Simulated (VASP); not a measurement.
# Mg9Si4 (a cell with a defect) in VASP: notebook

One crystal, Mg9Si4 (a cell with a defect), is run at these levels: PBE; tasks: single point, molecular dynamics.

Program: VASP 6.6.1. These are calculated values, not measurements. Logs are shortened: lines on timing, memory, paths and dates and some standing lists are left out, and cuts for length are marked.

### 1 Starting point

The cell holds a defect, 13 atoms: a = 6.338 Å, b = 6.338 Å, c = 6.338 Å, α = 90.00°, β = 90.00°, γ = 90.00°.

### 2 Single point, PBE

Input file INCAR:

```
PREC = Accurate
ENCUT = 520
EDIFF = 1E-7
ISMEAR = -1
SIGMA = 0.05
LREAL = F
LASPH = T
NELM = 100
ALGO = Normal
ISIF = 2
LWAVE = F
LCHARG = T
GGA = PE
LELF = T
LVHAR = T
NBANDS = 29
```

Input file KPOINTS:

```
regular mesh
0
Gamma
  2 2 2
```

Input file POSCAR:

```
Mg9Si4
1.0
    6.3380000000      0.0000000000      0.0000000000
    0.0000000000      6.3380000000      0.0000000000
    0.0000000000      0.0000000000      6.3380000000
Mg Si
9 4
Direct
    0.3208425371      0.2300252446      0.1711423162
    0.5535184601      0.9013253392      0.8988324393
    0.8560744714      0.8138529505      0.3080467024
    0.2430104134      0.1646102872      0.7238245503
    0.7768538971      0.2372988324      0.7361470495
    0.2793310192      0.7494162196      0.2323288104
    0.0066740297      0.5792994636      0.8597507100
    0.7795045756      0.3038182392      0.2200536447
    0.4776112338      0.5667245188      0.5458346482
   -0.0048911328     -0.0082833701     -0.0125907226
    0.5408804039      0.5138687283     -0.0726727674
    0.5628747239     -0.0008520038      0.4778794572
    0.0896339539      0.4546860208      0.4348690439
```

Potentials or basis: VASP PAW PBE potentials, release 64 (Mg, Si).

The run is started by

```sh
$ cat potpaw_PBE.64/Mg/POTCAR potpaw_PBE.64/Si/POTCAR > POTCAR
$ mpirun -np 1 vasp_std > vasp.out
```

OUTCAR:

```text
PREC = Accurate
   ENCUT = 520
   EDIFF = 1E-7
   ISMEAR = -1
   LREAL = F
   LASPH = T
   NELM = 100
   ISIF = 2
   GGA = PE

 ion  position               nearest neighbor table
   1  0.321  0.230  0.171-  13 2.64  11 2.75  10 2.81  12 2.88   4 2.91   8 2.96   2 3.08   6 3.08
                             6 3.33   9 3.34   8 3.48   4 3.56   7 3.57
   2  0.554  0.901  0.899-  11 2.46  12 2.74   5 2.76   4 2.81   6 2.90  10 2.91   1 3.08   9 3.12
                             3 3.27   7 3.53   8 3.56
   3  0.856  0.814  0.308-  12 2.45  10 2.49   6 2.76  13 2.83   8 3.19   9 3.24   2 3.27   8 3.32
                             7 3.35
   4  0.243  0.165  0.724-  10 2.54  12 2.76  13 2.77   2 2.81   1 2.91   5 2.99   7 3.15   9 3.16
                            11 3.18   5 3.42   1 3.56
   5  0.777  0.237  0.736-  11 2.60  12 2.61  10 2.62   7 2.73   2 2.76   4 2.99   9 3.07  13 3.08
                             8 3.10   8 3.30   4 3.42
   6  0.279  0.749  0.232-  13 2.57   9 2.62   3 2.76  10 2.83  12 2.86   2 2.90  11 2.95   1 3.08
                             7 3.12   1 3.33
   7  0.007  0.579  0.860-   5 2.73  10 2.74  13 2.86  11 3.01   6 3.12   4 3.15   8 3.22   3 3.35
                             2 3.53   1 3.57   9 3.59
   8  0.780  0.304  0.220-  13 2.58  11 2.74  10 2.82  12 2.88   1 2.96   5 3.10   3 3.19   7 3.22
                             9 3.27   5 3.30   3 3.32   1 3.48   2 3.56
   9  0.478  0.567  0.546-  11 2.47   6 2.62  13 2.65  12 2.83   5 3.07   2 3.12   4 3.16   3 3.24
                             8 3.27   1 3.34   7 3.59
  10  0.995  0.992  0.987-   3 2.49   4 2.54   5 2.62   7 2.74   1 2.81   8 2.82   6 2.83   2 2.91

  11  0.541  0.514  0.927-   2 2.46   9 2.47   5 2.60   8 2.74   1 2.75   6 2.95   7 3.01   4 3.18

  12  0.563  0.999  0.478-   3 2.45   5 2.61   2 2.74   4 2.76   9 2.83   6 2.86   1 2.88   8 2.88

  13  0.090  0.455  0.435-   6 2.57   8 2.58   1 2.64   9 2.65   4 2.77   3 2.83   7 2.86   5 3.08

  LATTYP: Found a simple cubic cell.
 ALAT       =     6.3380000000

  Lattice vectors:

 A1 = (   6.3380000000,   0.0000000000,   0.0000000000)
 A2 = (   0.0000000000,   6.3380000000,   0.0000000000)
 A3 = (   0.0000000000,   0.0000000000,   6.3380000000)

Analysis of symmetry for initial positions (statically):
=====================================================================
 Subroutine PRICEL returns:
 Original cell was already a primitive cell.

 Routine SETGRP: Setting up the symmetry group for a
 simple cubic supercell.

 Subroutine GETGRP returns: Found  1 space group operations
 (whereof  1 operations were pure point group operations)
 out of a pool of 48 trial point group operations.

The static configuration has the point symmetry C_1 .

Analysis of symmetry for dynamics (positions and initial velocities):
=====================================================================
 Subroutine PRICEL returns:
 Original cell was already a primitive cell.

 Routine SETGRP: Setting up the symmetry group for a
 simple cubic supercell.

 Subroutine GETGRP returns: Found  1 space group operations
 (whereof  1 operations were pure point group operations)
 out of a pool of 48 trial point group operations.

The dynamic configuration has the point symmetry C_1 .

 Subroutine INISYM returns: Found  1 space group operations
 (whereof  1 operations are pure point group operations),
 and found     1 'primitive' translations

----------------------------------------------------------------------------------------

                                     Primitive cell

  volume of cell :     254.5990

  direct lattice vectors                    reciprocal lattice vectors
     6.338000000  0.000000000  0.000000000     0.157778479  0.000000000  0.000000000
     0.000000000  6.338000000  0.000000000     0.000000000  0.157778479  0.000000000
     0.000000000  0.000000000  6.338000000     0.000000000  0.000000000  0.157778479

  length of vectors
     6.338000000  6.338000000  6.338000000     0.157778479  0.157778479  0.157778479

  position of ions in fractional coordinates (direct lattice)
     0.320842537  0.230025245  0.171142316
     0.553518460  0.901325339  0.898832439
[... 35 lines left out ...]

 Generating k-lattice:

  Cartesian coordinates                     Fractional coordinates (reciprocal lattice)
     0.078889240  0.000000000  0.000000000     0.500000000  0.000000000  0.000000000
     0.000000000  0.078889240  0.000000000     0.000000000  0.500000000  0.000000000
     0.000000000  0.000000000  0.078889240     0.000000000  0.000000000  0.500000000

  Length of vectors
     0.078889240  0.078889240  0.078889240

  Shift w.r.t. Gamma in fractional coordinates (k-lattice)
     0.000000000  0.000000000  0.000000000

 Subroutine IBZKPT returns following result:
 ===========================================

 Found      8 irreducible k-points:

 Following reciprocal coordinates:
            Coordinates               Weight
  0.000000  0.000000  0.000000      1.000000
  0.500000  0.000000  0.000000      1.000000
  0.000000  0.500000  0.000000      1.000000
  0.000000  0.000000  0.500000      1.000000
  0.500000  0.500000  0.000000      1.000000
  0.000000  0.500000  0.500000      1.000000
  0.500000  0.000000  0.500000      1.000000
  0.500000  0.500000  0.500000      1.000000
   k-points           NKPTS =      8   k-points in BZ     NKDIM =      8   number of bands    NBANDS=     29
   number of dos      NEDOS =    301   number of ions     NIONS =     13
   total plane-waves  NPLWV = 110592
   dimension x,y,z NGX =    48 NGY =   48 NGZ =   48
   dimension x,y,z NGXF=    96 NGYF=   96 NGZF=   96
   ions per type =               9   4
   NGX,Y,Z   is equivalent  to a cutoff of  12.59, 12.59, 12.59 a.u.
   NGXF,Y,Z  is equivalent  to a cutoff of  25.18, 25.18, 25.18 a.u.
 SYSTEM =  unknown system
   PREC   = accura    normal or accurate (medium, high low for compatibility)
   ISTART =      0    job   : 0-new  1-cont  2-samecut
   ICHARG =      2    charge: 1-file 2-atom 10-const
   ISPIN  =      1    spin polarized calculation?
   LNONCOLLINEAR =      F non collinear calculations
   LSORBIT =      F    spin-orbit coupling
   LASPH  =      T    aspherical Exc in radial PAW
   ENCUT  =  520.0 eV  38.22 Ry    6.18 a.u.  11.78 11.78 11.78*2*pi/ulx,y,z
   NELM   =    100;   NELMIN=  2; NELMDL= -5     # of ELM steps
   EDIFF  = 0.1E-06   stopping-criterion for ELM
   LREAL  =      F    real-space projection
   EDIFFG = 0.1E-05   stopping-criterion for IOM
   NSW    =      0    number of steps for IOM
   IBRION =     -1    ionic relax: 0-MD 1-quasi-New 2-CG
   NFREE  =      0    steps in history (QN), initial steepest desc. (CG)
   ISIF   =      2    stress and relaxation
   ISYM   =      2    0-nonsym 1-usesym 2-fastsym
   POTIM  = 0.5000    time-step for ionic-motion
   TEBEG  =    0.0;   TEEND  =   0.0 temperature during run
   PSTRESS=    0.0 pullay stress
   NELECT =      34.0000    total number of electrons
   NUPDOWN=      -1.0000    fix difference up-down
   EMIN   =  10.00;   EMAX   =-10.00  energy-range for DOS
   EFERMI =   0.00;   METHOD = LEGACY
   ISMEAR =    -1;   SIGMA  =   0.05  broadening in eV -4-tet -1-fermi 0-gaus
   EFERMI_NEDOS =   21; number of points for ismear=-14 and -15
   IALGO  =     38    algorithm
   IMIX   =      4    mixing-type and parameters
     AMIX     =   0.40;   BMIX     =  1.00
     AMIX_MAG =   1.60;   BMIX_MAG =  1.00
  volume/ion in A,a.u.               =      19.58       132.16
  Fermi-wavevector in a.u.,A,eV,Ry     =   0.836788  1.581300  9.526997  0.700215
  Thomas-Fermi vector in A             =   1.950571
   LORBIT       =      0    0 simple, 1 ext, 2 COOP (PROOUT), +10 PAW based schemes
   GGA     = PE    functional components
   LHFCALC =     F    Hartree Fock is set to
   AEXX    =    0.0000 exact exchange contribution
   IVDW    =     0    specifies the selected vdW correction
   LEPSILON=     F    determine dielectric tensor
   LRPA    =     F    only Hartree local field effects (RPA)
 non-spin polarized calculation
  energy-cutoff  :      520.00
  volume of cell :      254.60
 maximum number of plane-waves:      6872
 NGX is ok and might be reduce to    48
   NGX = 23   NGY = 23   NGZ = 23

 number of electron      34.0000000 magnetization

 Free energy of the ion-electron system (eV)
  ---------------------------------------------------
  ext. energy  EPLUGINS =         0.00000000
  ---------------------------------------------------
  free energy    TOTEN  =       -33.61129522 eV

  energy without entropy =      -33.58906607  energy(sigma->0) =      -33.60018064

 E-fermi :   4.6618     XC(G=0):  -9.1395

 val. band max:        4.6166766898   @ k =   0.0000   0.0000   0.0000
 cond. band min:       4.7225900524   @ k =   0.5000   0.0000   0.0000
 fundamental gap:      0.1059133626
 Fermi energy:         4.6618248828

 k-point     1 :       0.0000    0.0000    0.0000
  band No.  band energies     occupation
      1      -5.2949      2.00000
      2      -3.2723      2.00000
      3      -3.1951      2.00000
      4      -3.1304      2.00000
      5      -0.7887      2.00000
      6      -0.4064      2.00000
[... 245 lines left out ...]
     28       6.8886      0.00000
     29       7.5464      0.00000

------------------------ aborting loop because EDIFF is reached ----------------------------------------

  FORCE on cell =-STRESS in cart. coord.  units (eV):
  Direction    XX          YY          ZZ          XY          YZ          ZX
  --------------------------------------------------------------------------------------
  -------------------------------------------------------------------------------------
  Total        7.3833123      9.4372146      9.8053623      0.0964094     -1.4748306      0.2527515
  in kB       46.4627722     59.3878646     61.7045976      0.6066992     -9.2810269      1.5905510
  external PRESSURE =      55.8517448 kB  Pullay stress =       0.0000000 kB

 VOLUME and BASIS-vectors are now :
 -----------------------------------------------------------------------------
  energy-cutoff  :      520.00
  volume of cell :      254.60
      direct lattice vectors                 reciprocal lattice vectors
     6.338000000  0.000000000  0.000000000     0.157778479  0.000000000  0.000000000
     0.000000000  6.338000000  0.000000000     0.000000000  0.157778479  0.000000000
     0.000000000  0.000000000  6.338000000     0.000000000  0.000000000  0.157778479

 POSITION                                       TOTAL-FORCE (eV/Angst)
 -----------------------------------------------------------------------------------
      2.03350      1.45790      1.08470        -0.326782      0.001421      0.547803
      3.50820      5.71260      5.69680         0.599657      0.146971      0.110925
      5.42580      5.15820      1.95240        -0.043787     -0.961935      0.554644
      1.54020      1.04330      4.58760         0.257808      0.416177     -1.183937
      4.92370      1.50400      4.66570         0.204497     -0.106656     -0.954141
      1.77040      4.74980      1.47250         0.355544      0.618510     -0.842029
      0.04230      3.67160      5.44910         0.311650      0.844783     -0.131236
      4.94050      1.92560      1.39470         0.071746     -0.458642     -0.022824
      3.02710      3.59190      3.45950         0.407725     -0.098895     -0.041663
      6.30700      6.28550      6.25820         0.425771     -0.091174     -0.254070
      3.42810      3.25690      5.87740        -0.171501     -0.918504      1.469724
      3.56750      6.33260      3.02880        -1.397052      0.259431     -0.165859
      0.56810      2.88180      2.75620        -0.695278      0.348513      0.912664
 -----------------------------------------------------------------------------------
    total drift:                                0.000308      0.000017      0.000512

  FREE ENERGIE OF THE ION-ELECTRON SYSTEM (eV)
  ---------------------------------------------------
  free  energy   TOTEN  =       -33.6112952208 eV

  energy  without entropy=      -33.5890660671  energy(sigma->0) =      -33.60018064
```

Run time: 64 s. Hardware: 1 thread of Intel Xeon Platinum 8559C (Emerald Rapids), shared host; peak memory 0.32 GiB.

Results:

```
Free energy            : -33.6113 eV
Pressure               : 5.6 GPa
Largest force          : 1.742 eV/Å
Band gap on the k mesh : none (metal or under the smearing width)
```

Forces in eV/Å, atoms in the order of the input:
```
Mg  -0.327  0.001  0.548
Mg   0.600  0.147  0.111
Mg  -0.044 -0.962  0.555
Mg   0.258  0.416 -1.184
Mg   0.204 -0.107 -0.954
Mg   0.356  0.619 -0.842
Mg   0.312  0.845 -0.131
Mg   0.072 -0.459 -0.023
Mg   0.408 -0.099 -0.042
Si   0.426 -0.091 -0.254
Si  -0.172 -0.919  1.470
Si  -1.397  0.259 -0.166
Si  -0.695  0.349  0.913
```

Caveat: the k mesh is coarse (spacing up to 0.50 Å⁻¹), so the values aren't converged.

[end of part 1 of 2]
